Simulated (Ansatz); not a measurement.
# InAs: a trial structure relaxed

The task: take a trial cell of InAs to zero force and stress.

Method: DFT PBE, scalar-relativistic, plane waves, PAW, in Ansatz 0.2.0.

**1. The system as given**

Symmetry: Cmcm, No. 63, orthorhombic system. Conventional cell: a = 5.727 Å, b = 5.973 Å, c = 16.950 Å, α = 90.00°, β = 90.00°, γ = 90.00°. In (site symmetry m) has 6 As at 2.84 to 3.38 Å and 2 In at 3.23 to 3.48 Å as nearest neighbours. Around In (site symmetry m2m) lie 6 As at 2.86 to 3.15 Å. As (site symmetry m) is surrounded by 1 As at 2.53 Å and 5 In at 2.89 to 3.15 Å. As (site symmetry m2m) is surrounded by 6 In at 2.84 to 3.05 Å.

Structure file:

```cif
data_structure
_symmetry_space_group_name_H-M 'P 1'
_symmetry_Int_Tables_number 1
_cell_length_a 4.1374
_cell_length_b 4.1374
_cell_length_c 16.9504
_cell_angle_alpha 90.000
_cell_angle_beta 90.000
_cell_angle_gamma 92.410
_cell_volume 289.90
loop_
_atom_site_label
_atom_site_type_symbol
_atom_site_fract_x
_atom_site_fract_y
_atom_site_fract_z
_atom_site_occupancy
In1 In 0.58651 0.41349 0.09028 1
In2 In 0.04683 0.95317 0.75000 1
In3 In 0.58651 0.41349 0.40972 1
In4 In 0.95317 0.04683 0.25000 1
In5 In 0.41349 0.58651 0.59028 1
In6 In 0.41349 0.58651 0.90972 1
As1 As 0.07610 0.92390 0.06955 1
As2 As 0.44274 0.55726 0.25000 1
As3 As 0.92390 0.07610 0.93045 1
As4 As 0.55726 0.44274 0.75000 1
As5 As 0.92390 0.07610 0.56955 1
As6 As 0.07610 0.92390 0.43045 1
```

The start is a polymorph listed in a database, not an invented cell.

**2. A first look at the guess**

Contents of input.yaml:

```yaml
crystal:
  lattice:
    - [2.86342406, -2.98646688, 0.0]
    - [2.86342406, 2.98646688, 0.0]
    - [0.0, 0.0, 16.95043945]
  atoms:
    - { symbol: In, position: [0.586514, 0.413486, 0.09028201] }
    - { symbol: In, position: [0.04682799, 0.95317201, 0.75] }
    - { symbol: In, position: [0.586514, 0.413486, 0.40971799] }
    - { symbol: In, position: [0.95317201, 0.04682799, 0.25] }
    - { symbol: In, position: [0.413486, 0.586514, 0.59028201] }
    - { symbol: In, position: [0.413486, 0.586514, 0.90971799] }
    - { symbol: As, position: [0.07609801, 0.92390199, 0.06955098] }
    - { symbol: As, position: [0.44273901, 0.55726099, 0.25] }
    - { symbol: As, position: [0.92390199, 0.07609801, 0.93044902] }
    - { symbol: As, position: [0.55726099, 0.44273901, 0.75] }
    - { symbol: As, position: [0.92390199, 0.07609801, 0.56955098] }
    - { symbol: As, position: [0.07609801, 0.92390199, 0.43044902] }
basis:
  ecutwfc: 420
kpoints:
  mp_grid: { grid: [4, 4, 1] }
hamiltonian:
  xc: pbe
scf:
  occupations: { method: gaussian, width: 0.1 }
  lower_state_search: "off"
output:
  forces: true
  stress: true
  eigenvalues: true
```

Run with:

```bash
$ ansatz run input.yaml --threads 1 --pin off --max-ram 2560MiB --backend cpu --events-out ev --progress --plain --runs-dir out
```

Log, cut to the lines that bear on the results:

```text
[...]
SCF converged after 9 iterations
Free energy (F): -62724.214021 eV
[...]
E sigma→0 (E₀):  -62724.197286 eV
Entropy (-TS):   -0.033470 eV (-2.789 meV/atom)
Fermi energy:    10.043203 eV
[...]
--- Forces (eV/Å), atoms counted from 1 ---
  atom   1  In    -0.00000000     0.02275990    -0.02277584
  atom   2  In    -0.00000000     0.07482022    -0.00000000
  atom   3  In    -0.00000000     0.02275990     0.02277584
  atom   4  In     0.00000000    -0.07482022     0.00000000
  atom   5  In     0.00000000    -0.02275990    -0.02277584
  atom   6  In     0.00000000    -0.02275990     0.02277584
  atom   7  As     0.00000000    -0.00859034    -0.23180576
  atom   8  As    -0.00000000     0.00764484    -0.00000000
[...]
--- Stress (GPa, compression-positive) ---
       -1.516429       0.000000       0.000000
        0.000000       1.523735       0.000000
        0.000000       0.000000      -0.016365
  P = ⅓ Tr σ = -0.0030 GPa (-0.030 kbar)
--- Band table (eV; the first three rows and the last of 7) ---
[...]
```

Run time: 14 s. Hardware: 1 thread of Arm Neoverse V2, shared host; peak memory 0.61 GiB.

The probe gives pressure 0.0 GPa, largest force 0.23 eV/Å, gap on this mesh none (metal). The coarse relaxation is skipped.

**3. Full relaxation**

input.yaml, as its differences from that of step 2:

```diff
@@ -21,3 +21,3 @@
 kpoints:
-  mp_grid: { grid: [4, 4, 1] }
+  mp_grid: { grid: [10, 10, 4] }
 hamiltonian:
@@ -26,3 +26,2 @@
   occupations: { method: gaussian, width: 0.1 }
-  lower_state_search: "off"
 output:
@@ -31 +30,6 @@
   eigenvalues: true
+relax:
+  adjacent_minimum: "off"
+  f_tol: 0.01
+  max_steps: 80
+  cell: { stress_tol: 0.05 }
```

Run with:

```bash
$ ansatz run input.yaml --threads 1 --pin off --max-ram 2560MiB --backend cpu --events-out ev --progress --plain --runs-dir out
```

Log:

```text
Warning: RAYON_NUM_THREADS=1 ignored (pool sized by the plan → 1); use --threads N
Engine: ansatz 0.2.0, aarch64-unknown-linux-gnu
Pseudopotentials: kind: paw
Pseudopotential: In, paw, valence charge 13, recommended cutoff 420 eV (normal), In.paw.azcp
Pseudopotential: As, paw, valence charge 15, recommended cutoff 420 eV (normal), As.paw.azcp
Functional definition: PBE
  parameter kappa = 0.804
  parameter beta = 0.06672455060314922
  exchange = pbe_x(kappa = kappa, mu = beta*pi^2/3)
  correlation = pbe_c(beta = beta)
Crystal: 12 atoms, lattice volume = 289.904 Å³
Basis set: ecut = 420 eV, 5637 PW (Γ), exchange–correlation on 60×60×240 points (8 copies of the dense FFT grid, shifted against one another)
Bands: 101, of which v1, the nominal top of the filled ones, is band 84 counted from 1 (83 counted from 0)
Symmetry: 8 space group operations
Space group: Cmcm (ITA 63), of the structure as read, at distance tolerance 6.6e-5 Å
k-points: 93 of 400
Non-local potential: In, projectors of the file, l = 0: 2, l = 1: 2, l = 2: 2, l = 3: 2
Non-local potential: As, projectors of the file, l = 0: 2, l = 1: 2, l = 2: 3, l = 3: 1
PAW form: soft (Blöchl's): semilocal exchange-correlation on the pseudo side does not see the compensation charge
PAW one-centre angular grid: In, 590 points (default); XC on 64 Gauss nodes
PAW one-centre angular grid: As, 590 points (default); XC on 64 Gauss nodes
Initial density: superposition of atomic densities (neutral atoms: chi_scale 0, normalization atom), corrected by the library's trained network
Initial wavefunctions: pseudopotential atomic-orbital guess
Functional: x = pbe(κ = 0.804, μ = 0.2195149727645171), c = pbe(β = 0.06672455060314922)
SCF iter   1: F=—  HF=-62724.452838 eV  |F-HF|=—  |Δ(HF+E_count)|=         —  Δρ=1.49e-3  dr2=2.97e-2  ethr=1.77e-3  ⟨swp⟩=5.8  Hψ=33783  notcnv=0  defer=178
preconditioner: auto → Kerker (q_TF=auto, 2.491 Å⁻¹)  [metal: Δε(μ)=0.020 eV  Ē_g=13.437 eV  σ=0.100 eV  W_gap=0.11  n_scr=84 (ndim 8)  ℏωp=22.7 eV  f_vac=0.000  D(μ)=3.10/eV (n_scr^D=6)]
SCF iter   2: F=—  HF=-62724.443451 eV  |F-HF|=—  |Δ(HF+E_count)|=   9.39e-3  Δρ=9.41e-4  dr2=1.15e-2  ethr=1.77e-5  ⟨swp⟩=1.8  Hψ=14039  notcnv=0  defer=207
SCF iter   3: F=—  HF=-62724.442572 eV  |F-HF|=—  |Δ(HF+E_count)|=   8.79e-4  Δρ=4.66e-4  dr2=1.74e-3  ethr=6.84e-6  ⟨swp⟩=3.0  Hψ=14660  notcnv=0  defer=207
SCF iter   4: F=—  HF=-62724.442186 eV  |F-HF|=—  |Δ(HF+E_count)|=   3.86e-4  Δρ=2.75e-4  dr2=3.09e-4  ethr=1.04e-6  ⟨swp⟩=2.0  Hψ=14440  notcnv=0  defer=207
SCF iter   5: F=—  HF=-62724.442129 eV  |F-HF|=—  |Δ(HF+E_count)|=   5.72e-5  Δρ=8.32e-5  dr2=5.98e-5  ethr=1.84e-7  ⟨swp⟩=2.0  Hψ=13391  notcnv=0  defer=207
SCF iter   6: F=—  HF=-62724.442208 eV  |F-HF|=—  |Δ(HF+E_count)|=   7.96e-5  Δρ=5.32e-5  dr2=7.82e-6  ethr=3.56e-8  ⟨swp⟩=2.0  Hψ=16333  notcnv=0  defer=207
SCF iter   7: F=—  HF=-62724.442207 eV  |F-HF|=—  |Δ(HF+E_count)|=   1.59e-6  Δρ=1.10e-5  dr2=7.01e-7  ethr=4.66e-9  ⟨swp⟩=2.0  Hψ=14457  notcnv=0  defer=207
SCF iter   8: F=-62724.442207 eV  HF=-62724.442207 eV  |F-HF|=7.16e-8  |Δ(HF+E_count)|=   1.25e-7  Δρ=4.65e-6  dr2=8.54e-8  ethr=5.95e-11  ⟨swp⟩=8.4  Hψ=47547  notcnv=0
SCF 1 converged in 8 iterations: F = -62724.442207 eV  dr2 = 8.54e-8
relax step   1: F+E_penalty+E_count = -62724.44220665 eV  Δ(F+E_penalty+E_count) = +0.000e0 eV  max|allowed force component| = 5.728e-2 eV/Å  Δτ_max = 0.0000 Å  P = -0.163 GPa  Ω = 289.904 Å³  (8 SCF iters, dr2 threshold 1.00e-7 eV, accepted)
[... from here on, the SCF cycles and remarks between the steps are left out ...]
relax step   2: F+E_penalty+E_count = -62724.47095906 eV  Δ(F+E_penalty+E_count) = -2.875e-2 eV  max|allowed force component| = 3.409e-2 eV/Å  Δτ_max = 0.0828 Å  P = +0.117 GPa  Ω = 289.755 Å³  energy of the carried Pulay correction = +3.430e-5 eV  (7 SCF iters, dr2 threshold 1.02e-6 eV, accepted)
relax step   3: F+E_penalty+E_count = -62724.48625612 eV  Δ(F+E_penalty+E_count) = -1.530e-2 eV  max|allowed force component| = 3.432e-2 eV/Å  Δτ_max = 0.0612 Å  P = -0.078 GPa  Ω = 291.976 Å³  energy of the carried Pulay correction = -4.757e-4 eV  (7 SCF iters, dr2 threshold 3.45e-7 eV, accepted)
relax step   4: F+E_penalty+E_count = -62724.48978249 eV  Δ(F+E_penalty+E_count) = -3.526e-3 eV  max|allowed force component| = 1.302e-1 eV/Å  Δτ_max = 0.0401 Å  P = +0.136 GPa  Ω = 291.842 Å³  energy of the carried Pulay correction = -4.450e-4 eV  (7 SCF iters, dr2 threshold 1.94e-7 eV, accepted)
relax step   5: F+E_penalty+E_count = -62724.49893784 eV  Δ(F+E_penalty+E_count) = -9.155e-3 eV  max|allowed force component| = 4.996e-2 eV/Å  Δτ_max = 0.0879 Å  P = +0.014 GPa  Ω = 292.778 Å³  energy of the carried Pulay correction = -6.589e-4 eV  (7 SCF iters, dr2 threshold 1.06e-6 eV, accepted)
relax step   6: F+E_penalty+E_count = -62724.50144560 eV  Δ(F+E_penalty+E_count) = -2.508e-3 eV  max|allowed force component| = 8.585e-2 eV/Å  Δτ_max = 0.0622 Å  P = -0.080 GPa  Ω = 293.792 Å³  energy of the carried Pulay correction = -8.897e-4 eV  (7 SCF iters, dr2 threshold 1.56e-7 eV, accepted)
relax step   7: F+E_penalty+E_count = -62724.50326266 eV  Δ(F+E_penalty+E_count) = -1.817e-3 eV  max|allowed force component| = 2.528e-2 eV/Å  Δτ_max = 0.0210 Å  P = -0.071 GPa  Ω = 294.222 Å³  energy of the carried Pulay correction = -9.874e-4 eV  (6 SCF iters, dr2 threshold 4.61e-7 eV, accepted)
relax step   8: F+E_penalty+E_count = -62724.50350874 eV  Δ(F+E_penalty+E_count) = -2.461e-4 eV  max|allowed force component| = 1.320e-2 eV/Å  Δτ_max = 0.0327 Å  P = +0.218 GPa  Ω = 292.983 Å³  energy of the carried Pulay correction = -7.057e-4 eV  (8 SCF iters, dr2 threshold 4.42e-8 eV, rejected (line search))
relax step   9: F+E_penalty+E_count = -62724.50393113 eV  Δ(F+E_penalty+E_count) = -6.685e-4 eV  max|allowed force component| = 1.085e-2 eV/Å  Δτ_max = 0.0163 Å  P = -0.036 GPa  Ω = 294.251 Å³  energy of the carried Pulay correction = -9.940e-4 eV  (10 SCF iters, accepted)
relax step  10: F+E_penalty+E_count = -62724.50417953 eV  Δ(F+E_penalty+E_count) = -2.484e-4 eV  max|allowed force component| = 2.350e-3 eV/Å  Δτ_max = 0.0240 Å  P = +0.006 GPa  Ω = 294.286 Å³  energy of the carried Pulay correction = -1.002e-3 eV  (8 SCF iters, dr2 threshold 7.72e-9 eV, accepted)
relax step  11: F+E_penalty+E_count = -62724.50519430 eV  Δ(F+E_penalty+E_count) = -1.015e-3 eV  max|allowed force component| = 2.327e-3 eV/Å  Δτ_max = 0.0000 Å  P = +0.005 GPa  Ω = 294.286 Å³  stress off target by 3.34e-2 GPa  SCF on the basis re-selected at this cell (its energy is not comparable with the rows above)  (6 SCF iters)
basis re-selected at this cell: Δ(F+E_penalty+E_count) = -1.015e-3 eV, ΔP = -0.002 GPa vs the last step (what re-selecting the basis moved, of the pressure what is left beyond the Pulay correction that the steps carried, after the strain that the cell walked since its last selection, with what the two solves' SCF thresholds leave and, on support functions, any second-order correction that the steps lacked; it is no measure of the basis error at this ecutwfc). This SCF's stress stands 3.34e-2 GPa from its target on what of the cell is left free (relax.cell.stress_tol is 5.00e-2 GPa) and its largest allowed force component is 2.33e-3 eV/Å (relax.f_tol is 1.00e-2 eV/Å): within both
SCF converged after 6 iterations
Free energy (F): -62724.505194 eV
Harris-Foulkes:  -62724.505194 eV  (|F-HF|=0.00e0)
Internal energy: -62724.485096 eV  (E = F + TS)
E sigma→0 (E₀):  -62724.495145 eV
Entropy (-TS):   -0.020098 eV (-1.675 meV/atom)
Fermi energy:    9.850401 eV
--- Per-component energies (eV) ---
  E_band       = -1604.184840
  E_kinetic    = 2064.472127
  E_local      = -17130.450399  (includes V_loc(G=0)·N_el)
  E_nonlocal   = -1823.805480
  E_hartree    = 8383.885943
  E_xc         = -1767.156743
  E_vxc        = -1070.534270  (∫ρ·V_xc dr)
  E_paw        = -35930.463206  (= ΣΔE_a)
  E_vpaw       = -411.638697  (= ΣTr[D̂ρ^β])
  E_aug_tail   = 0.000206  (compensation charges beyond the density's cutoff)
  E_ewald      = -16520.967544
  E_smearing   = -0.020098  (= −TS)
  E_closure    = 0.000000  (closes the sum)
  Σ components = -62724.505194   (vs F -62724.505194, Δ=0.00e0)
--- Forces (eV/Å), atoms counted from 1 ---
  atom   1  In    -0.00000000    -0.00086477    -0.00162080
  atom   2  In    -0.00000000     0.00006688     0.00000000
  atom   3  In    -0.00000000    -0.00086477     0.00162080
  atom   4  In     0.00000000    -0.00006688    -0.00000000
  atom   5  In     0.00000000     0.00086477    -0.00162080
  atom   6  In     0.00000000     0.00086477     0.00162080
  atom   7  As    -0.00000000     0.00062927     0.00232677
  atom   8  As    -0.00000000     0.00013977     0.00000000
  atom   9  As     0.00000000    -0.00062927    -0.00232677
  atom  10  As     0.00000000    -0.00013977    -0.00000000
  atom  11  As    -0.00000000    -0.00062927     0.00232677
  atom  12  As     0.00000000     0.00062927    -0.00232677
  max |Σ_I F_I| component: 8.67e-19 eV/Å
--- Stress (GPa, compression-positive) ---
        0.033447       0.000000       0.000000
        0.000000      -0.006806      -0.000000
        0.000000      -0.000000      -0.012097
  P = ⅓ Tr σ = 0.0048 GPa (0.048 kbar)
--- Band table (eV; the first three rows and the last of 93) ---
  k-point 0: bands = ["-25.9352", "-25.9352", "-25.8777", "-25.8777", "-25.8768", "-25.8768", "-25.8450", "-25.8450", "-25.8442", "-25.8442", "-25.8362", "-25.8362", "-25.8164", "-25.8164", "-25.8129", "-25.8129", "-25.8129", "-25.8129", "-25.8094", "-25.8094", "-25.6131", "-25.6131", "-25.6092", "-25.6092", "-25.6057", "-25.6057", "-25.6053", "-25.6053", "-25.6052", "-25.6052", "-5.0226", "-4.9611", "-4.9418", "-4.8563", "-4.7980", "-4.7835", "-4.7827", "-4.7777", "-4.7774", "-4.7647", "-4.7627", "-4.7577", "-4.7396", "-4.7392", "-4.7342", "-4.7322", "-4.7209", "-4.7207", "-4.7078", "-4.7038", "-4.7035", "-4.7034", "-4.7023", "-4.6933", "-4.6914", "-4.6906", "-4.6652", "-4.6586", "-4.6584", "-4.6545", "-2.8518", "-2.6880", "-1.9290", "-1.3355", "-0.5765", "0.0836", "4.0999", "5.4757", "5.6433", "6.2025", "6.6518", "6.8135", "7.1653", "7.2147", "7.4380", "7.4643", "7.7950", "7.8265", "8.2998", "8.3772", "8.3804", "8.4174", "8.6321", "8.8892", "9.0390", "9.2712", "9.3786", "9.5441", "12.0856", "12.1625", "12.6236", "13.5141", "13.5204", "13.7342", "13.8541", "14.7811", "15.0273", "15.1356", "15.3675", "15.6216", "16.2119"]
[... 3 lines left out ...]
--- Relaxed structure (10 steps of the walk, 9 accepted, 1 SCFs on fresh bases) ---
  F+E_penalty+E_count = -62724.50519430 eV   max|allowed force component| = 2.327e-3 eV/Å   (the final SCF, on the basis selected at the relaxed cell)
  cell:  # Å, volume = 294.2857 Å³
    - [2.8793132065337925, -2.916192839943225, -6.2608578580090014e-18]
    - [2.8793132065337925, 2.916192839943225, -6.260857858009014e-18]
    - [-3.706202427706024e-17, -3.5760864641143696e-32, 17.524031498354198]
  atoms:
    - { symbol: In, position: [0.5341888191804475, 0.46581118081955253, 0.09055126688105845] }
    - { symbol: In, position: [0.04060777711259684, 0.959392222887403, 0.7500000000000001] }
    - { symbol: In, position: [0.5341888191804475, 0.46581118081955253, 0.40944873311894153] }
    - { symbol: In, position: [0.959392222887403, 0.04060777711259683, 0.25000000000000006] }
    - { symbol: In, position: [0.46581118081955253, 0.5341888191804475, 0.5905512668810586] }
    - { symbol: In, position: [0.46581118081955253, 0.5341888191804475, 0.9094487331189416] }
    - { symbol: As, position: [0.03183766593068249, 0.9681623340693175, 0.07059248886185461] }
    - { symbol: As, position: [0.4574951538961868, 0.5425048461038132, 0.25000000000000006] }
    - { symbol: As, position: [0.9681623340693175, 0.0318376659306825, 0.9294075111381455] }
    - { symbol: As, position: [0.5425048461038132, 0.4574951538961868, 0.7500000000000001] }
    - { symbol: As, position: [0.9681623340693175, 0.0318376659306825, 0.5705924888618548] }
    - { symbol: As, position: [0.03183766593068249, 0.9681623340693175, 0.4294075111381455] }
```

It took 39 min on 1 thread of Arm Neoverse V2, shared host; peak memory 1.8 GiB.

The steps of the relaxation:

| step | E - E(step 1) (eV/cell) | largest force component (eV/Å) | pressure (GPa) | volume (Å³) |
| --- | --- | --- | --- | --- |
| 1 | 0.0000 | 0.0573 | -0.16 | 289.90 |
| 2 | -0.0288 | 0.0341 | 0.12 | 289.76 |
| 3 | -0.0440 | 0.0343 | -0.08 | 291.98 |
| 4 | -0.0476 | 0.1302 | 0.14 | 291.84 |
| 5 | -0.0567 | 0.0500 | 0.01 | 292.78 |
| 6 | -0.0592 | 0.0859 | -0.08 | 293.79 |
| 7 | -0.0611 | 0.0253 | -0.07 | 294.22 |
| 8 | -0.0613 | 0.0132 | 0.22 | 292.98 |
| 9 | -0.0617 | 0.0109 | -0.04 | 294.25 |
| 10 | -0.0620 | 0.0024 | 0.01 | 294.29 |
| 11 | -0.0630 | 0.0023 | 0.00 | 294.29 |

Step 1 is the start. Step 11 repeats the geometry before it on a plane-wave basis chosen anew for that cell, so its energy need not be comparable with the rows above. Step 8 was tried and not accepted.

Lengths and angles in the start's conventional setting:

|  | before | after | change |
| --- | --- | --- | --- |
| a (Å) | 5.727 | 5.759 | +0.6 % |
| b (Å) | 5.973 | 5.832 | -2.4 % |
| c (Å) | 16.950 | 17.524 | +3.4 % |
| volume (Å³/atom) | 24.16 | 24.52 | +1.5 % |
| shortest distance (Å) | 2.527 | 2.502 | -1.0 % |
| space group (0.01 Å) | Cmcm | Cmcm | same |

The run keeps the 8 symmetry operations of the start, so it could not have lowered the symmetry.

**4. Results**

```
                              quantity                                                                       value
symmetry at the end (tolerance 0.05 Å)                                                   space group Cmcm (No. 63)
                     conventional cell  a = 5.759 Å, b = 5.832 Å, c = 17.524 Å, α = 90.00°, β = 90.00°, γ = 90.00°
                                volume                                                               24.52 Å³/atom
              energy over the elements                                                               -0.05 eV/atom
                       gap on the mesh                                                                none (metal)
```

What this shows: The space group Cmcm (No. 63) is kept, and the volume per atom grows by 1.5 % from the first guess. A negative formation energy is needed for stability but isn't enough; other structures and compounds were not set against it here. No finished test with a distortion of lower symmetry is shown, so the end may be a saddle point.
